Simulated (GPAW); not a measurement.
# A GW chain in GPAW: KCl (Sylvite)

Wanted: ground state, empty states, screening and self-energy for KCl (Sylvite).

Main program and level: GPAW 26.7.0; PBE and many-body steps on it, plane waves.

## 1. The starting structure

Symmetry: Fm-3m, No. 225, cubic system. The conventional cell has a = 6.293 Å, b = 6.293 Å, c = 6.293 Å, α = 90.00°, β = 90.00°, γ = 90.00°. Nearest to K lie 6 Cl at 3.15 Å. Cl has 6 K at 3.15 Å nearest. Farther neighbours and most contacts between anions are not listed.

Coordinates:

```
K Cl
1.0
     0.00000    3.14647    3.14647
     3.14647    0.00000    3.14647
     3.14647    3.14647    0.00000
K Cl
1 1
Direct
  0.00000 0.00000 0.00000
  0.50000 0.50000 0.50000
```

The cell and positions come from the Crystallography Open Database and are kept as given unless a step says otherwise.

## 2. Ground state

This step: GPAW 26.7.0; DFT, PBE, plane waves, PAW.

The ground-state density comes first.

File run.py:

```python
import json
import numpy as np
from gpaw.mpi import world
from ase import Atoms
from gpaw import GPAW, PW, FermiDirac

atoms = Atoms(['K', 'Cl'],
    cell=[[0.0000000000, 3.1464700000, 3.1464700000],
      [3.1464700000, 0.0000000000, 3.1464700000],
      [3.1464700000, 3.1464700000, 0.0000000000]],
    scaled_positions=[[0.0000000000, 0.0000000000, 0.0000000000],
      [0.5000000000, 0.5000000000, 0.5000000000]],
    pbc=(True, True, True))
calc = GPAW(mode=PW(450),
    xc='PBE',
    kpts={'size': (6, 6, 6), 'gamma': True},
    occupations=FermiDirac(0.001),
    nbands=-7,
    convergence={'density': 1e-6, 'bands': -3},
    maxiter=100,
    txt='gs.txt')
atoms.calc = calc
res = {'energy': atoms.get_potential_energy()}
kpts = calc.get_ibz_k_points()
res['kpts'] = kpts
res['eigenvalues'] = [calc.get_eigenvalues(kpt=k) for k in range(len(kpts))]
res['n_electrons'] = calc.get_number_of_electrons()
calc.write('gs.gpw')

if world.rank == 0:
    with open('result.json', 'w') as f:
        json.dump(res, f, default=lambda x: x.tolist())
```

Run with:

```console
mpirun -n 4 gpaw python run.py
```

Numbers of over 12 decimals in the logs are rounded to 6 here.

The log of the run:

```text
__  _  _
 | _ |_)|_||  |
 |__||  | ||/\| - 26.7.0

Input parameters:
  mode=PW(ecut=450.000000),
  convergence={'density': 1e-06, 'bands': -3},
  kpts=MonkhorstPack(size=(6, 6, 6), gamma=True),
  maxiter=100,
  nbands=-7,
  occupations=Occupations(name='fermi-dirac', width=0.001, fixmagmom=False),
  xc=XC(name='PBE')
  [... matrices ...]
Diagonalizing LCAO Hamiltonian
Converting LCAO to pw mode

                 Cl

       K

Atoms  # Å, Bohr magnetons
|   | symbol |        x |        y |        z |    initial magnetic moments |
| 0 |      K | 0.000000 | 0.000000 | 0.000000 | ( 0.0000,  0.0000,  0.0000) |
| 1 |     Cl | 3.146470 | 3.146470 | 3.146470 | ( 0.0000,  0.0000,  0.0000) |

Unit cell  # Å
| periodic |        x |        y |        z |  lengths |    angles |
|      yes | 0.000000 | 3.146470 | 3.146470 | 4.449781 | 60.000000 |
|      yes | 3.146470 | 0.000000 | 3.146470 | 4.449781 | 60.000000 |
|      yes | 3.146470 | 3.146470 | 0.000000 | 4.449781 | 60.000000 |

Number of symmetries: 48
Symmetry operations  # r_c * U_cc + t_c -> r_c
|    | kind |            matrix            |
|  0 |  σ   |  1, 0, 0,  1, 0,-1,  1,-1, 0 |
|  1 |  C2  |  1, 0, 0,  1,-1, 0,  1, 0,-1 |
|  2 |  E   |  1, 0, 0,  0, 1, 0,  0, 0, 1 |
|  3 |  σ   |  1, 0, 0,  0, 0, 1,  0, 1, 0 |
|  4 |  C4  |  1, 0,-1,  1, 0, 0,  1,-1, 0 |
|  5 |  S6  |  1, 0,-1,  1,-1, 0,  1, 0, 0 |
|  6 |  σ   |  1, 0,-1,  0, 1,-1,  0, 0,-1 |
|  7 |  C3  |  1, 0,-1,  0, 0,-1,  0, 1,-1 |
|  8 |  S6  |  1,-1, 0,  1, 0, 0,  1, 0,-1 |
|  9 |  C4  |  1,-1, 0,  1, 0,-1,  1, 0, 0 |
| 10 |  C3  |  1,-1, 0,  0,-1, 1,  0,-1, 0 |
| 11 |  σ   |  1,-1, 0,  0,-1, 0,  0,-1, 1 |
| 12 |  σ   |  0, 1, 0,  1, 0, 0,  0, 0, 1 |
| 13 |  C4  |  0, 1, 0,  0, 1,-1, -1, 1, 0 |
| 14 |  C3  |  0, 1, 0,  0, 0, 1,  1, 0, 0 |
| 15 |  S6  |  0, 1, 0, -1, 1, 0,  0, 1,-1 |
| 16 |  C2  |  0, 1,-1,  1, 0,-1,  0, 0,-1 |
| 17 |  σ   |  0, 1,-1,  0, 1, 0, -1, 1, 0 |
| 18 |  S4  |  0, 1,-1,  0, 0,-1,  1, 0,-1 |
| 19 |  C4  |  0, 1,-1, -1, 1, 0,  0, 1, 0 |
| 20 |  C3  |  0, 0, 1,  1, 0, 0,  0, 1, 0 |
| 21 |  σ   |  0, 0, 1,  0, 1, 0,  1, 0, 0 |
| 22 |  S6  |  0, 0, 1,  0,-1, 1, -1, 0, 1 |
| 23 |  C4  |  0, 0, 1, -1, 0, 1,  0,-1, 1 |
| 24 |  S4  |  0, 0,-1,  1, 0,-1,  0, 1,-1 |
| 25 |  C3  |  0, 0,-1,  0, 1,-1,  1, 0,-1 |
| 26 |  C2  |  0, 0,-1,  0,-1, 0, -1, 0, 0 |
| 27 |  S6  |  0, 0,-1, -1, 0, 0,  0,-1, 0 |
| 28 |  S4  |  0,-1, 1,  1,-1, 0,  0,-1, 0 |
| 29 |  C4  |  0,-1, 1,  0, 0, 1, -1, 0, 1 |
| 30 |  C2  |  0,-1, 1,  0,-1, 0,  1,-1, 0 |
| 31 |  σ   |  0,-1, 1, -1, 0, 1,  0, 0, 1 |
| 32 |  C3  |  0,-1, 0,  1,-1, 0,  0,-1, 1 |
| 33 |  S6  |  0,-1, 0,  0, 0,-1, -1, 0, 0 |
| 34 |  S4  |  0,-1, 0,  0,-1, 1,  1,-1, 0 |
| 35 |  C2  |  0,-1, 0, -1, 0, 0,  0, 0,-1 |
| 36 |  C2  | -1, 1, 0,  0, 1, 0,  0, 1,-1 |
| 37 |  S6  | -1, 1, 0,  0, 1,-1,  0, 1, 0 |
| 38 |  S4  | -1, 1, 0, -1, 0, 1, -1, 0, 0 |
| 39 |  C3  | -1, 1, 0, -1, 0, 0, -1, 0, 1 |
| 40 |  S6  | -1, 0, 1,  0, 0, 1,  0,-1, 1 |
| 41 |  C2  | -1, 0, 1,  0,-1, 1,  0, 0, 1 |
| 42 |  C3  | -1, 0, 1, -1, 1, 0, -1, 0, 0 |
| 43 |  S4  | -1, 0, 1, -1, 0, 0, -1, 1, 0 |
| 44 |  C2  | -1, 0, 0,  0, 0,-1,  0,-1, 0 |
| 45 |  i   | -1, 0, 0,  0,-1, 0,  0, 0,-1 |
| 46 |  σ   | -1, 0, 0, -1, 1, 0, -1, 0, 1 |
| 47 |  C2  | -1, 0, 0, -1, 0, 1, -1, 1, 0 |

BZ-sampling:
  Number of BZ points: 216
  Number of IBZ points: 16

  Monkhorst-Pack size: [6, 6, 6]
  Monkhorst-Pack shift: [0.083333, 0.083333, 0.083333]

K-points  # in reciprocal-cell coordinates
|     |                                coordinates |     weight |
|   0 | (  0.00000000,   0.00000000,   0.00000000) | 0.00462963 |
|   1 | (  0.16666667,   0.16666667,   0.00000000) | 0.02777778 |
|   2 | (  0.16666667,   0.16666667,   0.16666667) | 0.03703704 |
|   3 | (  0.33333333,   0.16666667,   0.16666667) | 0.05555556 |
|   4 | (  0.33333333,   0.33333333,  -0.33333333) | 0.05555556 |
|   5 | (  0.33333333,   0.33333333,   0.00000000) | 0.02777778 |
|   6 | (  0.33333333,   0.33333333,   0.16666667) | 0.11111111 |
|   7 | (  0.33333333,   0.33333333,   0.33333333) | 0.03703704 |
|   8 | (  0.50000000,   0.33333333,  -0.33333333) | 0.11111111 |
|   9 | (  0.50000000,   0.33333333,  -0.16666667) | 0.05555556 |
| ... |                                            |            |
|  15 | (  0.50000000,   0.50000000,   0.50000000) | 0.01851852 |

Plane wave coefficients: 1363
Cutoff: 450.000000 eV

Spin-components: 1 (collinear spins)
Bands:           15
Projectors:      10
Spin-degeneracy: 2
Datatype:        complex128

  Storage: CPU
  Wave functions: 5_233_920 bytes (1_308_480 per core)
  Projectors: 7_327_488 bytes (1_831_872 per core)
  [... matrices ...]
Parallelization:
  kpt:    4
  domain: 1
  band:   1

Density:
  Valence electrons: 16.0
  Components: 1
  Grid points: [24 24 24]
  Charge: 0.0  # |e|

Potential:
  Grid points: [24 24 24]

species:
  K:
    name:    Potassium
    Z:       19.0
    valence: 9
    core:    10
    charge:  0.0  # [|e|]
    compensation charges:
      type: gauss
      rc: 0.35  # [Å]
      lmax: 2
    cutoffs:
      filter: 1.91  # [Å]
      core: 1.27  # [Å]
    projectors
    | kind |    occ | energy [eV] | rcut [Å] |
    |   3s |  2.000 |     -35.338 |    1.122 |
    |   4s |  1.000 |      -2.319 |    1.122 |
    |   3p |  6.000 |     -18.813 |    1.106 |
    |    p |        |       8.398 |    1.106 |
    |    d |        |       0.000 |    0.937 |

    Using partial waves for K as LCAO basis

  Cl:
    name:    Chlorine
    Z:       17.0
    valence: 7
    core:    10
    charge:  0.0  # [|e|]
    compensation charges:
      type: gauss
      rc: 0.25  # [Å]
      lmax: 2
    cutoffs:
      filter: 1.40  # [Å]
      core: 1.49  # [Å]
    projectors
    | kind |    occ | energy [eV] | rcut [Å] |
    |   3s |  2.000 |     -20.689 |    0.794 |
    |   3p |  5.000 |      -8.594 |    0.794 |
    |    s |        |       6.523 |    0.794 |
    |    p |        |      18.617 |    0.794 |
    |    d |        |       0.000 |    0.794 |

    Using partial waves for Cl as LCAO basis

Reference energy: -28937.202614  # eV

eigensolver:
  PPCG
  Converge bands: -3
  niter=2

density mixing:
  MSR1-Mixer
  Pratt-step length: 0.05
  Maximum mixing coefficient: 0.75
  Old densities: 10
  SVD Regularization: 0.005
  Good broyden scale: 1.0
  Trust region scale: 1.0
  Backstep threshold: 4.0
  History deletion threshold: 6.0
  Fourier metric: weight=20.0, sigma=0.015

occupation numbers:
  Fermi-Dirac:
    width: 0.0010  # eV

poisson solver:
  ecut: 3600.000000  # eV

xc functional:
  name: PBE with 2 nearest neighbor stencil

Initialization done in: 1.109 s

convergence criteria:
- Maximum integral of absolute [dens]ity change: 1e-06 electrons / valence electron
- Maximum [total energy] change in last 3 cyles: 0.0005 eV / valence electron
- Maximum integral of absolute [eigenst]ate change: 4e-08 eV^2 / valence electron
maximum number of iterations: 100

SCF iterations
|iter     |     time |      energy | eigst |  dens |
|iter:   1|  |   -7.120650 | +1.71 |       |
|iter:   2|  |   -7.081545 | +0.63 | -1.28 |
|iter:   3|  |   -6.927482 | +0.02 | -1.32 |
|iter:   4|  |   -6.932624 | -0.65 | -1.71 |
|iter:   5|  |   -6.935287c| -1.29 | -2.09 |
|iter:   6|  |   -6.935449c| -1.98 | -2.85 |
|iter:   7|  |   -6.935464c| -2.50 | -3.49 |
|iter:   8|  |   -6.935466c| -2.98 | -4.12 |
|iter:   9|  |   -6.935466c| -3.36 | -5.10 |
|iter:  10|  |   -6.935466c| -3.59 | -5.48 |
|iter:  11|  |   -6.935466c| -4.03 | -6.73c|
|iter:  12|  |   -6.935466c| -4.44 | -7.21c|
|iter:  13|  |   -6.935466c| -4.70 | -8.03c|
|iter:  14|  |   -6.935466c| -5.19 | -8.95c|
|iter:  15|  |   -6.935466c| -5.55 | -9.40c|
|iter:  16|  |   -6.935466c| -6.10 | -9.83c|
|iter:  17|  |   -6.935466c| -6.43 |-10.50c|
|iter:  18|  |   -6.935466c| -6.88 |-10.70c|
|iter:  19|  |   -6.935466c| -7.27 |-10.69c|
|iter:  20|  |   -6.935466c| -7.70c|-11.22c|

Converged in 20 steps
SCF loop duration: 4.324 s (0.216 s/step)
Energy contributions relative to reference atoms: (reference = -28937.202614)
  [... matrices ...]
Energy contributions:
  Kinetic:           3.968175
  Coulomb:          -3.230565
  Zero:             -0.644844
  External:          0.000000
  Xc:               -7.028232
  Entropy:          -0.000000
  Spinorbit:         0.000000
  ----------------------------
  Free energy:      -6.935466
  Extrapolated:     -6.935466

dipole moment: (-22.928606, -22.928606, -22.928606)  # |e|*Ang

Fermi level: 1.678
Eigenvalues  # (at kpt = [0.000, 0.000, 0.000])
| band index |      eig [eV] | occ [0-2] |
|          0 |       -27.499 |     2.000 |
|          1 |       -12.441 |     2.000 |
|          2 |       -10.991 |     2.000 |
|          3 |       -10.991 |     2.000 |
|          4 |       -10.991 |     2.000 |
|          5 |        -0.329 |     2.000 |
|          6 |        -0.329 |     2.000 |
|          7 |        -0.329 |     2.000 |
|          8 |         4.865 |     0.000 |
|          9 |         8.030 |     0.000 |
|         10 |         8.030 |     0.000 |
|         11 |         8.030 |     0.000 |
|         12 |         8.879 |     0.000 |
|         13 |         8.879 |     0.000 |
|         14 |        12.646 |     0.000 |

Gap: 5.194 eV
Transition (v -> c):
  (s=0, k=0, n=7, [0.00, 0.00, 0.00]) -> (s=0, k=0, n=8, [0.00, 0.00, 0.00])
No difference between direct/indirect transitions
# Writing to gs.gpw (mode='')
  [... matrices ...]
```

The job ended after 7.2 s (4 MPI ranks of Arm Neoverse V1, shared host; peak memory 0.62 GiB).

Numbers from this step:

| Property | Result |
| --- | --- |
| total energy | -6.935 eV |
| gap | 5.194 eV |
| k of the valence top | 0, 0, 0 |
| k of the conduction bottom | 0, 0, 0 |
| least direct gap | 5.194 eV |

The gap is direct, at Γ.

## 3. Bands along the symmetry lines

Levels along a band path, at the cheap level, show where the edges lie and whether the meshes to come will hold them.

File run.py:

```python
import json
import numpy as np
from gpaw.mpi import world
from gpaw import GPAW

path = [[0.000000, 0.000000, 0.000000],
    [0.062500, 0.000000, 0.062500],
    [0.125000, 0.000000, 0.125000],
    [0.187500, 0.000000, 0.187500],
    [0.250000, 0.000000, 0.250000],
    [0.312500, 0.000000, 0.312500],
    [0.375000, 0.000000, 0.375000],
    [0.437500, 0.000000, 0.437500],
    [0.500000, 0.000000, 0.500000],
    [0.515625, 0.031250, 0.515625],
    [0.531250, 0.062500, 0.531250],
    [0.546875, 0.093750, 0.546875],
    [0.562500, 0.125000, 0.562500],
    [0.578125, 0.156250, 0.578125],
    [0.593750, 0.187500, 0.593750],
    [0.609375, 0.218750, 0.609375],
    [0.625000, 0.250000, 0.625000],
    [0.375000, 0.375000, 0.750000],
    [0.328125, 0.328125, 0.656250],
    [0.281250, 0.281250, 0.562500],
    [0.234375, 0.234375, 0.468750],
    [0.187500, 0.187500, 0.375000],
    [0.140625, 0.140625, 0.281250],
    [0.093750, 0.093750, 0.187500],
    [0.046875, 0.046875, 0.093750],
    [0.000000, 0.000000, 0.000000],
    [0.062500, 0.062500, 0.062500],
    [0.125000, 0.125000, 0.125000],
    [0.187500, 0.187500, 0.187500],
    [0.250000, 0.250000, 0.250000],
    [0.312500, 0.312500, 0.312500],
    [0.375000, 0.375000, 0.375000],
    [0.437500, 0.437500, 0.437500],
    [0.500000, 0.500000, 0.500000],
    [0.500000, 0.468750, 0.531250],
    [0.500000, 0.437500, 0.562500],
    [0.500000, 0.406250, 0.593750],
    [0.500000, 0.375000, 0.625000],
    [0.500000, 0.343750, 0.656250],
    [0.500000, 0.312500, 0.687500],
    [0.500000, 0.281250, 0.718750],
    [0.500000, 0.250000, 0.750000],
    [0.500000, 0.218750, 0.718750],
    [0.500000, 0.187500, 0.687500],
    [0.500000, 0.156250, 0.656250],
    [0.500000, 0.125000, 0.625000],
    [0.500000, 0.093750, 0.593750],
    [0.500000, 0.062500, 0.562500],
    [0.500000, 0.031250, 0.531250],
    [0.500000, 0.000000, 0.500000]]
calc = GPAW('gs.gpw').fixed_density(kpts=path,
    symmetry='off',
    nbands=18,
    convergence={'bands': 14},
    txt='bands.txt')
res = {}
kpts = calc.get_ibz_k_points()
res['kpts'] = kpts
res['eigenvalues'] = [calc.get_eigenvalues(kpt=k) for k in range(len(kpts))]
res['n_electrons'] = calc.get_number_of_electrons()

if world.rank == 0:
    with open('result.json', 'w') as f:
        json.dump(res, f, default=lambda x: x.tolist())
```

Run with:

```console
mpirun -n 4 gpaw python run.py
```

The log of the run:

```text
Diagonalizing LCAO Hamiltonian
Converting LCAO to pw mode
convergence criteria:
- Maximum integral of absolute [eigenst]ate change: 4e-08 eV^2 / valence electron
maximum number of iterations: 100

SCF iterations
|iter     |     time |      energy | eigst |  dens |
|iter:   1|  |             | +2.19 |       |
|iter:   2|  |             | +1.24 |       |
|iter:   3|  |             | +0.26 |       |
[...]
|iter:  10|  |             | -6.12 |       |
|iter:  11|  |             | -6.85 |       |
|iter:  12|  |             | -7.41c|       |
SCF steps: 12
  __  _  _
 | _ |_)|_||  |
 |__||  | ||/\| - 26.7.0

Input parameters:
  mode=PW(ecut=450.000000),
  convergence={'bands': 14},
  gpts=array([24, 24, 24]),
  kpts=KPoints(kpts=array([[0.      , 0.      , 0.      ],
         [0.0625  , 0.      , 0.0625  ],
         [0.125   , 0.      , 0.125   ],
         [0.1875  , 0.      , 0.1875  ],
[...]
[0.515625, 0.03125 , 0.515625],
[...]
[0.546875, 0.09375 , 0.546875],
[...]
[0.578125, 0.15625 , 0.578125],
[...]
[0.609375, 0.21875 , 0.609375],
[...]
[0.328125, 0.328125, 0.65625 ],
[...]
[0.234375, 0.234375, 0.46875 ],
[...]
[0.140625, 0.140625, 0.28125 ],
[...]
[0.046875, 0.046875, 0.09375 ],
[...]
[0.5     , 0.0625  , 0.5625  ],
         [0.5     , 0.03125 , 0.53125 ],
         [0.5     , 0.      , 0.5     ]])),
  maxiter=100,
  nbands=18,
  occupations=Occupations(name='fermi-dirac', width=0.001, fixmagmom=False),
  parallel={},
  symmetry=Symmetry(point_group=False, time_reversal=False),
  xc=XC(name='PBE')
  [... matrices ...]
timing:  # [seconds]
  Total: 0.026  # ━━━━━━━━━━━━━━━━━━━━━━━━━━━━━━━━━━━━━━━━━━━━━━━━━━━━━━━━━━━
```

Wall time 10 s (4 MPI ranks); peak memory 0.66 GiB; 41 s of CPU time.

This step gave:

```yaml
gap: 5.194 eV
k_of_the_valence_top: 0, 0, 0
k_of_the_conduction_bottom: 0, 0, 0
least_direct_gap: 5.194 eV
```

The gap is 5.194 eV, as in the run before at this level.

Electronic bands along the path, in eV, zero at the top of the highest filled band; v1 is the highest filled band, c1 the lowest empty one:

| point | v4 | v3 | v2 | v1 | c1 | c2 | c3 | c4 |
| --- | --- | --- | --- | --- | --- | --- | --- | --- |
| Γ | -10.66 | 0.00 | 0.00 | 0.00 | 5.19 | 8.36 | 8.36 | 8.36 |
| halfway | -10.59 | -0.63 | -0.13 | -0.13 | 6.65 | 7.24 | 9.64 | 9.82 |
| X | -10.72 | -0.66 | -0.22 | -0.22 | 6.53 | 8.34 | 10.06 | 10.16 |
| halfway | -10.68 | -0.63 | -0.32 | -0.24 | 6.74 | 8.60 | 9.70 | 10.33 |
| U | -10.61 | -0.56 | -0.55 | -0.29 | 7.27 | 9.06 | 9.30 | 10.05 |
| jump to K | -10.61 | -0.56 | -0.55 | -0.29 | 7.27 | 9.06 | 9.30 | 10.05 |
| halfway | -10.51 | -0.69 | -0.24 | -0.20 | 6.89 | 7.97 | 9.18 | 9.84 |
| Γ | -10.66 | 0.00 | 0.00 | 0.00 | 5.19 | 8.36 | 8.36 | 8.36 |
| halfway | -10.54 | -0.58 | -0.17 | -0.17 | 6.45 | 8.15 | 9.10 | 9.10 |
| L | -10.42 | -1.05 | -0.32 | -0.32 | 7.58 | 8.60 | 10.47 | 10.47 |
| halfway | -10.51 | -0.84 | -0.40 | -0.33 | 7.84 | 8.34 | 10.04 | 10.12 |
| W | -10.57 | -0.48 | -0.47 | -0.47 | 8.03 | 8.03 | 9.44 | 9.84 |
| halfway | -10.64 | -0.61 | -0.36 | -0.31 | 6.95 | 8.80 | 9.33 | 10.30 |
| X | -10.72 | -0.66 | -0.22 | -0.22 | 6.53 | 8.34 | 10.06 | 10.16 |

The electronic bands as a text plot (rows in eV, shown from -8.0 to 9.2 only):

```
    8.8 |+ ++          +++++    +++++ ++ ++++   +++++       +++
    8.1 |++++      ++++     ++++++++++++++++++++     +++++++   ++
    7.4 |    ++++++      +++  ++               +++++++     ++
    6.7 |     +++++++++++       +           +++              ++++
    6.0 |  +++                   ++++      +
    5.3 |++                          ++++++
    4.5 |
    3.8 |
    3.1 |
    2.4 |
    1.7 |
    1.0 |
    0.2 |*****                     *********
   -0.5 |  **************************    ************************
   -1.2 |                                      ********
   -1.9 |
   -2.6 |
   -3.3 |
   -4.1 |
   -4.8 |
   -5.5 |
   -6.2 |
   -6.9 |
   -7.6 |
         Γ           X  U|K            Γ         L        W     X
```

## 4. Empty states on the mesh, 4×4×4 mesh, 745 bands

The sums over transitions need many empty states on a uniform mesh; this step solves for them.

File run.py:

```python
import json
import numpy as np
from gpaw.mpi import world
from gpaw import GPAW

calc = GPAW('gs.gpw').fixed_density(kpts={'size': (4, 4, 4), 'gamma': True},
    parallel={'domain': 1, 'band': 1},
    txt='nscf.txt')
calc.diagonalize_full_hamiltonian(nbands=745)
calc.write('full.gpw', mode='all')
res = {}
kpts = calc.get_ibz_k_points()
res['kpts'] = kpts
res['eigenvalues'] = [calc.get_eigenvalues(kpt=k) for k in range(len(kpts))]
res['n_electrons'] = calc.get_number_of_electrons()

if world.rank == 0:
    with open('result.json', 'w') as f:
        json.dump(res, f, default=lambda x: x.tolist())
```

Run with:

```console
mpirun -n 4 gpaw python run.py
```

The log of the run:

```text
Diagonalizing LCAO Hamiltonian
Converting LCAO to pw mode
convergence criteria:
- Maximum integral of absolute [eigenst]ate change: 4e-08 eV^2 / valence electron
maximum number of iterations: 100

SCF iterations
|iter     |     time |      energy | eigst |  dens |
|iter:   1|  |             | +1.70 |       |
|iter:   2|  |             | +0.77 |       |
|iter:   3|  |             | -0.09 |       |
[...]
|iter:  28|  |             | -7.15 |       |
|iter:  29|  |             | -7.31 |       |
|iter:  30|  |             | -7.48c|       |
SCF steps: 30
  __  _  _
 | _ |_)|_||  |
 |__||  | ||/\| - 26.7.0

Input parameters:
  mode=PW(ecut=450.000000),
  convergence={'density': 1e-06, 'bands': -3},
  gpts=array([24, 24, 24]),
  kpts=MonkhorstPack(size=(4, 4, 4), gamma=True),
  maxiter=100,
  nbands=15,
  occupations=Occupations(name='fermi-dirac', width=0.001, fixmagmom=False),
  parallel={'domain': 1, 'band': 1},
  xc=XC(name='PBE')
Matrix size: 1363x1363
# Writing to full.gpw (mode='all')
  [... matrices ...]

timing:  # [seconds]
  Total: 7.671  # ━━━━━━━━━━━━━━━━━━━━━━━━━━━━━━━━━━━━━━━━━━━━━━━━━━━━━━━━━━━
```

Run time: 13 s. Hardware: 4 MPI ranks; peak memory 1.3 GiB; 51 s of CPU time.

This step gave:

```yaml
gap: 5.194 eV
k_of_the_valence_top: 0, 0, 0
k_of_the_conduction_bottom: 0, 0, 0
least_direct_gap: 5.194 eV
k_points_computed: 8
lowest_point_of_the_top_converged_band_above_the_valence_top: 294.7274 eV
```

On this mesh the gap is 5.194 eV.

(Part 1 of 2 ends here.)

[Paths, hosts, dates, memory and timing lines, banners, echoed tables and standing remarks are left out of the program output.]

[Logs are printed without paths, hosts, clocks, repeated set-up lines and the standing remarks that a program may print on its own settings, such as how far it seeks lower states.]

[Runs of the session that timed out or met a known fault of the program may be left out.]

[Hosts, paths, dates, database ids (printed as entryN), source tags and the programs' standing remarks are cut or masked in the printed files.]
